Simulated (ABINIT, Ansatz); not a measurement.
# Quasiparticle gap of AlN (F-43m) in ABINIT, part 2 of 3

How does a plane-wave GW calculation on AlN (F-43m) run from the first input to the gap?

ABINIT 10.8.3; PBE and many-body steps on it, plane waves. Known limits of the many-body steps: not at the basis limit.

So far. Step 2 (Ground state): The gap is indirect, with the least direct gap 0.87 eV higher.

### 3. Bands along the symmetry lines

Level of this step: DFT, PBE, plane waves, norm-conserving pseudopotentials (ABINIT).

The cheap functional maps the bands first; the places of the edges decide which points the dearer methods must see.

File run.abi:

```
acell 3*1.0 Angstrom
rprim 
  -0.000000000000 2.183993559600 2.183993559600
  2.183993559600 -0.000000000000 2.183993559600
  2.183993559600 2.183993559600 -0.000000000000
ntypat 2
znucl 13 7
natom 2
typat 1 2
xred 
  0.000000000000 0.000000000000 0.000000000000
  0.750000000000 0.750000000000 0.750000000000
pp_dirpath "pseudos"
pseudos "Al.upf, N.upf"
ecut 36
iscf -2
irdden 1
kptopt 0
nkpt 50
kpt 
  0.00000000 0.00000000 0.00000000
  -0.06250000 -0.06250000 0.00000000
  -0.12500000 -0.12500000 0.00000000
  -0.18750000 -0.18750000 0.00000000
  -0.25000000 -0.25000000 0.00000000
  -0.31250000 -0.31250000 0.00000000
  -0.37500000 -0.37500000 0.00000000
  -0.43750000 -0.43750000 0.00000000
  -0.50000000 -0.50000000 0.00000000
  -0.48437500 -0.48437500 0.03125000
  -0.46875000 -0.46875000 0.06250000
  -0.45312500 -0.45312500 0.09375000
  -0.43750000 -0.43750000 0.12500000
  -0.42187500 -0.42187500 0.15625000
  -0.40625000 -0.40625000 0.18750000
  -0.39062500 -0.39062500 0.21875000
  -0.37500000 -0.37500000 0.25000000
  -0.37500000 0.00000000 0.37500000
  -0.32812500 0.00000000 0.32812500
  -0.28125000 0.00000000 0.28125000
  -0.23437500 0.00000000 0.23437500
  -0.18750000 0.00000000 0.18750000
  -0.14062500 0.00000000 0.14062500
  -0.09375000 0.00000000 0.09375000
  -0.04687500 0.00000000 0.04687500
  0.00000000 0.00000000 0.00000000
  0.00000000 0.00000000 0.06250000
  0.00000000 0.00000000 0.12500000
  0.00000000 0.00000000 0.18750000
  0.00000000 0.00000000 0.25000000
  0.00000000 0.00000000 0.31250000
  0.00000000 0.00000000 0.37500000
  0.00000000 0.00000000 0.43750000
  0.00000000 0.00000000 0.50000000
  -0.06250000 -0.03125000 0.46875000
  -0.12500000 -0.06250000 0.43750000
  -0.18750000 -0.09375000 0.40625000
  -0.25000000 -0.12500000 0.37500000
  -0.31250000 -0.15625000 0.34375000
  -0.37500000 -0.18750000 0.31250000
  -0.43750000 -0.21875000 0.28125000
  -0.50000000 -0.25000000 0.25000000
  -0.50000000 -0.28125000 0.21875000
  -0.50000000 -0.31250000 0.18750000
  -0.50000000 -0.34375000 0.15625000
  -0.50000000 -0.37500000 0.12500000
  -0.50000000 -0.40625000 0.09375000
  -0.50000000 -0.43750000 0.06250000
  -0.50000000 -0.46875000 0.03125000
  -0.50000000 -0.50000000 0.00000000
istwfk *1
nband 11
nbdbuf 2
tolwfr 1e-08
nstep 40
prtwf 0
prtvol 0
indata_prefix "in"
outdata_prefix "out"
tmpdata_prefix "tmp"
```

On the command line:

```sh
> OMP_NUM_THREADS=1 mpirun -n 4 abinit run.abi > log
```

Numbers of over 12 decimals in the logs are rounded to 6 here.

The program printed:

```text
.Version 10.8.3 of ABINIT. v10.8.2 released Aug 2026.

 Symmetries : space group F-4 3 m (#216); Bravais cF (face-center cubic)
[... echo of the input left out ...]
== DATASET  1 ==================================================================
-   mpi_nproc: 4, omp_nthreads: 1 (-1 if OMP is not activated)

--- !DatasetInfo
iteration_state: {dtset: 1, }
dimensions: {natom: 2, nkpt: 50, mband: 11, nsppol: 1, nspinor: 1, nspden: 1, mpw: 1475, }
cutoff_energies: {ecut:  36.0, pawecutdg:  -1.0, }
electrons: {nelect:   8.00000000E+00, charge:   0.00000000E+00, occopt:   1.00000000E+00, tsmear:   1.00000000E-02, }

 Real(R)+Recip(G) space primitive vectors, cartesian coordinates (Bohr,Bohr^-1):
 R(1)=  0.0000000  4.1271497  4.1271497  G(1)= -0.1211490  0.1211490  0.1211490
 R(2)=  4.1271497  0.0000000  4.1271497  G(2)=  0.1211490 -0.1211490  0.1211490
 R(3)=  4.1271497  4.1271497  0.0000000  G(3)=  0.1211490  0.1211490 -0.1211490
 Unit cell volume ucvol=  1.4059849E+02 bohr^3
 Angles (23,13,12)=  6.00000000E+01  6.00000000E+01  6.00000000E+01 degrees

 getcut: wavevector=  0.0000  0.0000  0.0000  ngfft=  32  32  32
         ecut(hartree)=     36.000   => boxcut(ratio)=   2.02987

--- Pseudopotential description ------------------------------------------------
- Al Generated using ONCVPSP code by D. R. Hamann
- 13.00000   3.00000  171031                  znucl, zion, pspdat
12 -101130 2 -1 1876                          pspcod,pspxc,lmax,lloc,mmax
     nproj     2     2     2
  pspatm : epsatm=    4.08140545
         --- l  ekb(1:nproj) -->
             0    5.126667    0.728291
             1    7.287548    0.832437
             2   -2.770497   -0.637722
 pspatm: atomic psp has been read  and splines computed

- N Generated using ONCVPSP code by D. R. Hamann
-  7.00000   5.00000  171031                  znucl, zion, pspdat
12 -101130 1 -1 1058                          pspcod,pspxc,lmax,lloc,mmax
     nproj     2     2     0
  pspatm : epsatm=    5.20977870
         --- l  ekb(1:nproj) -->
[...]
pspatm: atomic psp has been read  and splines computed

--------------------------------------------------------------------------------

================================================================================
 prteigrs : about to open file out_EIG
 Non-SCF case, kpt    1 (  0.00000  0.00000  0.00000), residuals and eigenvalues=
  9.71E-10  2.77E-09  4.29E-09  7.32E-09  6.57E-10  1.48E-09  2.28E-09  8.19E-09
[...]
-3.6046E-01  1.8958E-01  1.8958E-01  1.8958E-01  3.4363E-01  6.5223E-01
  6.5223E-01  6.5223E-01  8.4170E-01  8.4170E-01  8.9101E-01
 Non-SCF case, kpt    2 ( -0.06250 -0.06250  0.00000), residuals and eigenvalues=
  1.61E-09  4.70E-09  3.30E-09  4.21E-09  2.01E-09  3.11E-09  1.76E-09  3.04E-09
[...]
-3.5763E-01  1.7673E-01  1.8652E-01  1.8652E-01  3.5768E-01  6.4259E-01
[...]
5.51E-09  4.84E-09  2.51E-09  3.94E-09  1.53E-09  4.56E-09  1.74E-09  7.44E-09
[...]
-3.4934E-01  1.4803E-01  1.7814E-01  1.7814E-01  3.8760E-01  6.1896E-01
  6.6769E-01  6.6769E-01  6.9898E-01  8.5904E-01  9.2688E-01
[...]
Non-SCF case, kpt   49 ( -0.50000 -0.46875  0.03125), residuals and eigenvalues=
[...]
-2.6170E-01  1.0381E-02  1.2267E-01  1.2270E-01  3.1521E-01  5.1016E-01
  6.9990E-01  7.6114E-01  7.6755E-01  1.0562E+00  1.0588E+00
 Non-SCF case, kpt   50 ( -0.50000 -0.50000  0.00000), residuals and eigenvalues=
[...]
-2.6178E-01  9.5895E-03  1.2433E-01  1.2433E-01  3.1176E-01  5.0752E-01
  7.0112E-01  7.6645E-01  7.6645E-01  1.0537E+00  1.0698E+00

--- !ResultsGS
iteration_state: {dtset: 1, }
comment   : Summary of ground state results
lattice_vectors:
- [ -0.0000000,   4.1271497,   4.1271497, ]
- [  4.1271497,  -0.0000000,   4.1271497, ]
- [  4.1271497,   4.1271497,  -0.0000000, ]
lattice_lengths: [   5.83667,    5.83667,    5.83667, ]
lattice_angles: [ 60.000,  60.000,  60.000, ] # degrees, (23, 13, 12)
lattice_volume:   1.4059849E+02
convergence: {deltae:  0.000E+00, res2:  0.000E+00, residm:  9.997E-09, diffor:  0.000E+00, }
etotal    :  -1.27923967E+01
entropy   :   0.00000000E+00
fermie    :   1.89575042E-01
cartesian_stress_tensor: null
pressure_GPa: null
xred      :
- [  0.0000E+00,   0.0000E+00,   0.0000E+00, Al]
- [  7.5000E-01,   7.5000E-01,   7.5000E-01,  N]
cartesian_forces: null
force_length_stats: {min: null, max: null, mean: null, }

 Integrated electronic density in atomic spheres:
 ------------------------------------------------
 Atom  Sphere_radius  Integrated_density
[...]
================================================================================

 ----iterations are completed or convergence reached----

 Mean square residual over all n,k,spin=   46.700E-10; max=  99.965E-10
 reduced coordinates (array xred) for    2 atoms
[...]
cartesian coordinates (angstrom) at end:
    1      0.000000     0.000000     0.000000
    2      3.275990     3.275990     3.275990
 length scales=  1.889726125908  1.889726125908  1.889726125908 bohr
              =  1.000000000000  1.000000000000  1.000000000000 angstroms
 prteigrs : about to open file out_EIG
 Eigenvalues (hartree) for nkpt=  50  k points:
 kpt#   1, nband= 11, wtk=  1.00000, kpt=  0.0000  0.0000  0.0000 (reduced coord)
[...]
kpt#   2, nband= 11, wtk=  1.00000, kpt= -0.0625 -0.0625  0.0000 (reduced coord)
[...]
kpt#   3, nband= 11, wtk=  1.00000, kpt= -0.1250 -0.1250  0.0000 (reduced coord)
[...]
kpt#  49, nband= 11, wtk=  1.00000, kpt= -0.5000 -0.4687  0.0313 (reduced coord)
  -0.26170    0.01038    0.12267    0.12270    0.31521    0.51016    0.69990    0.76114
   0.76755    1.05617    1.05884
 kpt#  50, nband= 11, wtk=  1.00000, kpt= -0.5000 -0.5000  0.0000 (reduced coord)
  -0.26178    0.00959    0.12433    0.12433    0.31176    0.50752    0.70112    0.76645
   0.76645    1.05374    1.06976

== END DATASET(S) ==============================================================
================================================================================

 -outvars: echo values of variables after computation  --------
            nband          11
             nkpt          50
          spgroup         216
 [... the other variables as echoed above ...]

 Calculation completed.
```

Wall time 3.8 s (4 MPI ranks of Arm Neoverse V1, shared host); peak memory 0.24 GiB; 15 s of CPU time.

Numbers from this step:

- gap: 3.325 eV
- k of the valence top: 0, 0, 0
- k of the conduction bottom: -0.5, -0.5, 0
- least direct gap: 4.192 eV

The gap is 3.325 eV, as in the run before at this level.

The electronic bands at the labelled points (eV, zero at the top of the highest filled band; v1 is the highest filled band, c1 the lowest empty one):

```csv
point,v4,v3,v2,v1,c1,c2,c3,c4
Γ,-14.97,0.00,0.00,0.00,4.19,12.59,12.59,12.59
halfway,-13.84,-2.88,-0.98,-0.98,5.96,10.29,11.51,14.02
X,-12.28,-4.90,-1.78,-1.78,3.32,8.65,13.92,15.70
halfway,-12.27,-4.73,-2.47,-1.67,3.96,9.19,13.67,15.23
U,-12.30,-4.25,-3.63,-1.37,5.17,10.12,13.05,14.17
jump to K,-12.30,-4.25,-3.63,-1.37,5.17,10.12,13.05,14.17
halfway,-13.74,-3.54,-1.50,-0.20,7.34,10.30,11.41,12.58
Γ,-14.97,0.00,0.00,0.00,4.19,12.59,12.59,12.59
halfway,-14.12,-3.26,-0.26,-0.26,6.45,10.98,12.35,12.35
L,-12.92,-5.86,-0.48,-0.48,7.39,9.85,11.17,11.17
halfway,-12.60,-5.14,-2.22,-1.12,7.11,9.26,12.17,12.69
W,-12.23,-3.77,-3.44,-2.70,6.05,11.45,11.98,12.16
halfway,-12.25,-4.56,-2.40,-2.29,4.57,9.69,13.40,13.89
X,-12.28,-4.90,-1.78,-1.78,3.32,8.65,13.92,15.70
```

The electronic bands as a text plot (rows in eV, shown from -8.0 to 9.3 only):

```
    9.0 |         ++++++      ++                    +++       +++
    8.2 |                     ++                    +
    7.5 |                   ++  +              +++++ +
    6.8 |                        ++         +++       ++
    6.1 |    +++           +               +            ++++
    5.4 |  ++   ++        +        ++    ++                 +
    4.6 | +              +           +  +                    +
    3.9 |+        +++  ++             ++                      ++
    3.2 |            ++                                         +
    2.5 |
    1.7 |
    1.0 |
    0.3 |*                         ******
   -0.4 | ****              **********  *************
   -1.1 |  ** ****       ***    *****    **         ****
   -1.9 |    *    *******                  *         ** *     ***
   -2.6 |     **       **     ** **                    * *****
   -3.3 |       **       *****  *           *           *****
   -4.0 |         *      ***  **             **         *****
   -4.8 |          ******   **                 *       *     ****
   -5.5 |                                       * *****
   -6.2 |                                        *
   -6.9 |
   -7.6 |
         Γ           X  U|K            Γ         L        W     X
```

### 4. Empty states on the mesh, 8×8×8 mesh, 390 bands

The sums over transitions need many empty states on a uniform mesh; this step solves for them.

File run.abi:

```
acell 3*1.0 Angstrom
rprim 
  -0.000000000000 2.183993559600 2.183993559600
  2.183993559600 -0.000000000000 2.183993559600
  2.183993559600 2.183993559600 -0.000000000000
ntypat 2
znucl 13 7
natom 2
typat 1 2
xred 
  0.000000000000 0.000000000000 0.000000000000
  0.750000000000 0.750000000000 0.750000000000
pp_dirpath "pseudos"
pseudos "Al.upf, N.upf"
ecut 36
ngkpt 8 8 8
nshiftk 1
shiftk 0 0 0
kptopt 1
chksymbreak 0
irdden 1
istwfk *1
nband 390
prtvol 0
optdriver 6
gwr_task "HDIAGO"
paral_kgb 0
occopt 1
indata_prefix "in"
outdata_prefix "out"
tmpdata_prefix "tmp"
```

The program printed:

```text
[banner, memory and clock lines left out]
.Version 10.8.3 of ABINIT. v10.8.2 released Aug 2026.

 Symmetries : space group F-4 3 m (#216); Bravais cF (face-center cubic)
[... echo of the input left out ...]
== DATASET  1 ==================================================================
-   mpi_nproc: 4, omp_nthreads: 1 (-1 if OMP is not activated)

--- !DatasetInfo
iteration_state: {dtset: 1, }
dimensions: {natom: 2, nkpt: 29, mband: 390, nsppol: 1, nspinor: 1, nspden: 1, mpw: 1475, }
cutoff_energies: {ecut:  36.0, pawecutdg:  -1.0, }
electrons: {nelect:   8.00000000E+00, charge:   0.00000000E+00, occopt:   1.00000000E+00, tsmear:   1.00000000E-02, }

.Using double precision arithmetic; gwpc =  8

- Reading GS density from: in_DEN

--- Pseudopotential description ------------------------------------------------
- Al Generated using ONCVPSP code by D. R. Hamann
- 13.00000   3.00000  171031                  znucl, zion, pspdat
12 -101130 2 -1 1876                          pspcod,pspxc,lmax,lloc,mmax
     nproj     2     2     2
  pspatm : epsatm=    4.08140545
         --- l  ekb(1:nproj) -->
             0    5.126667    0.728291
             1    7.287548    0.832437
             2   -2.770497   -0.637722
 pspatm: atomic psp has been read  and splines computed

- N Generated using ONCVPSP code by D. R. Hamann
-  7.00000   5.00000  171031                  znucl, zion, pspdat
12 -101130 1 -1 1058                          pspcod,pspxc,lmax,lloc,mmax
     nproj     2     2     0
  pspatm : epsatm=    5.20977870
         --- l  ekb(1:nproj) -->
             0    7.494509    0.636305
             1   -4.293905   -1.006988
 pspatm: atomic psp has been read  and splines computed

   7.43294732E+01                                ecore*ucvol(ha*bohr**3)

 Total charge density [el/Bohr^3]
)     Maximum=    5.3984E-01  at reduced coord.    0.7813    0.7813    0.8125
)     Minimum=    1.3366E-03  at reduced coord.    0.0000    0.0000    0.0000
   Integrated=    8.0000E+00

 === KS gaps after direct diagonalization ===
 Indirect band gap semiconductor
 Fundamental gap:     3.325 (eV)
   VBM:     5.159 (eV) at k: [ 0.0000E+00,  0.0000E+00,  0.0000E+00]
   CBM:     8.483 (eV) at k: [ 5.0000E-01,  5.0000E-01,  0.0000E+00]
 Direct gap:         4.192 (eV) at k: [ 0.0000E+00,  0.0000E+00,  0.0000E+00]

== END DATASET(S) ==============================================================

 -outvars: echo values of variables after computation  --------
           etotal      0.0000000000E+00
            nband         390
             nkpt          29
          spgroup         216
 [... the other variables as echoed above ...]

 Calculation completed.
```

Elapsed: 28 s, on 4 MPI ranks; peak memory 0.73 GiB; 1.9 min of CPU time.

Numbers from this step:

```
gap                                                           : 3.325 eV
k of the valence top                                          : 0, 0, 0
k of the conduction bottom                                    : 0.5, 0.5, 0
least direct gap                                              : 4.192 eV
k points computed                                             : 29
lowest point of the top converged band, above the valence top : 382.1157 eV
```

On this mesh the gap is 3.325 eV.

### 5. Screening, 8×8×8 mesh, 382 bands, screening to 435.4 eV

The RPA dielectric matrix is built and inverted for each q.

This step: RPA screening on PBE, plane waves, norm-conserving pseudopotentials.

run.abi, as its differences from that of step 4:

```diff
@@ -20,10 +20,11 @@
 chksymbreak 0
-irdden 1
 istwfk *1
-nband 390
-prtvol 0
-optdriver 6
-gwr_task "HDIAGO"
-paral_kgb 0
 occopt 1
+irdwfk 1
+optdriver 3
+nband 382
+ecuteps 16
+inclvkb 2
+awtr 1
+symchi 1
 indata_prefix "in"
```

The program printed:

```text
.Version 10.8.3 of ABINIT. v10.8.2 released Aug 2026.

 Symmetries : space group F-4 3 m (#216); Bravais cF (face-center cubic)
[... echo of the input left out ...]
== DATASET  1 ==================================================================
-   mpi_nproc: 4, omp_nthreads: 1 (-1 if OMP is not activated)

--- !DatasetInfo
iteration_state: {dtset: 1, }
dimensions: {natom: 2, nkpt: 29, mband: 382, nsppol: 1, nspinor: 1, nspden: 1, mpw: 1475, }
cutoff_energies: {ecut:  36.0, pawecutdg:  -1.0, }
electrons: {nelect:   8.00000000E+00, charge:   0.00000000E+00, occopt:   1.00000000E+00, tsmear:   1.00000000E-02, }

 SCREENING: Calculation of the susceptibility and dielectric matrices

 Based on a program developped by R.W. Godby, V. Olevano, G. Onida, and L. Reining.
 Incorporated in ABINIT by V. Olevano, G.-M. Rignanese, and M. Torrent.
.Using double precision arithmetic ; gwpc =  8

[... cell and pseudopotentials left out ...]
--------------------------------------------------------------------------------

 ==== K-mesh for the wavefunctions ====
 Number of points in the irreducible wedge :    29
[... list of points left out ...]
 Together with 24 symmetry operations and time-reversal symmetry
 yields   512 points in the full Brillouin Zone.

 ==== Q-mesh for the screening function ====
 Number of points in the irreducible wedge :    29
[... list of points left out ...]
 Together with 24 symmetry operations and time-reversal symmetry
 yields   512 points in the full Brillouin Zone.

 setmesh: FFT mesh size selected  =    25x   25x   25
          total number of points  =        15625

 vcoul_init : cutoff-mode = AUXILIARY_FUNCTION
 q-points for optical limit:   1
     1)      0.000010    0.000020    0.000030

- screening: taking advantage of time-reversal symmetry
- Maximum band index for partially occupied states nbvw = 4
- Remaining bands to be divided among processors   nbcw = 378
- Number of bands treated by each node ~94

 Number of electrons calculated from density =    8.0000; Expected =    8.0000
 average of density, n =  0.056900
 r_s =    1.6129
 omega_plasma =   23.0097 [eV]

 calculating chi0 at frequencies [eV] :
  1    0.000000E+00    0.000000E+00
  2    0.000000E+00    2.300966E+01

--------------------------------------------------------------------------------
  q-point number  1        q = ( 0.000000, 0.000000, 0.000000) [r.l.u.]
--------------------------------------------------------------------------------
[... chi0 elements left out ...]
 For q-point:  0.000010 0.000020 0.000030
  dielectric constant =   4.2695
  dielectric constant without local fields =   4.7099

  Average fulfillment of the sum rule on Im[epsilon] for q-point    1 :     98.93  [%]
[... wings left out ...]
  q-point number  2        q = ( 0.125000, 0.000000, 0.000000) [r.l.u.]
--------------------------------------------------------------------------------
[... chi0 elements left out ...]
  Average fulfillment of the sum rule on Im[epsilon] for q-point    2 :    100.10  [%]

 [... 27 further q-points ...]
```

It took 28 min on 4 MPI ranks; peak memory 4.5 GiB; 1.9 h of CPU time.

This step gave:

```
ε∞ with local fields, on this mesh, along the program's q direction : 4.269
the same without local fields                                       : 4.710
plasma frequency                                                    : 23.01 eV
plane waves in the screening matrix                                 : 411
```

Local fields lower ε∞ by 9 %.

(Continued in part 3 of 3.)

[Paths, hosts, dates, memory and timing lines, banners, echoed tables and standing remarks are left out of the program output.]

[Logs are printed without paths, hosts, clocks, repeated set-up lines and the standing remarks that a program may print on its own settings, such as how far it seeks lower states.]

[Runs of the session that timed out or met a known fault of the program may be left out.]

[Hosts, paths, dates, database ids (printed as entryN), source tags and the programs' standing remarks are cut or masked in the printed files.]

[G0W0 gaps are taken among the corrected bands and points alone; a level outside them can change the order at an edge.]

[Where Ansatz stands beside ABINIT at settings called matched, ABINIT's density can come from a denser mesh and the files from another edition; pairs whose starting gaps differed by over 0.03 eV were left out, so agreement reads better than it is.]
